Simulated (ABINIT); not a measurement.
A run of ABINIT 10.8.3 (patched build) is set up as follows.

The input run.abi:

```
# Pseudopotentials
pp_dirpath "./"
pseudos "Pb.upf, O.upf"

# Structure
acell 3*1.0
rprim
     0.0000000000     5.1060248709     5.1060248709
     5.1060248709     0.0000000000     5.1060248709
     5.1060248709     5.1060248709     0.0000000000
ntypat 2
znucl 82 8
natom 3
typat 1 2 2
xred
     0.0000000000     0.0000000000     0.0000000000
     0.7500000000     0.7500000000     0.7500000000
     0.2500000000     0.2500000000     0.2500000000

# Plane-wave basis
ecut 979.609905 eV

# k points
kptopt 1
ngkpt 7 7 7
nshiftk 1
shiftk 0.0 0.0 0.0

# Exchange and correlation
ixc -116133

# Bands and occupations
nband 17
occopt 3
tsmear 0.00183747

# SCF cycle
nstep 100
tolvrs 1.0e-10

# Output
iomode 3
prtwf 0
prtden 0
prteig 0
prtebands 0
enunit 2
```

Potentials or basis: PseudoDojo NC SR PBEsol v0.4.1 standard.

The run is started by

```bash
$ abinit run.abi > log 2>&1
```

Task: What does it give for the pressure?

Result: -5.8 GPa.

Task: Estimate the band gap on the k mesh.

Result: None (metal or under the smearing width).

Caveat: the cutoff is short for stress, so the pressure is rough. Spin-orbit coupling is left out, which matters for the levels of Pb.
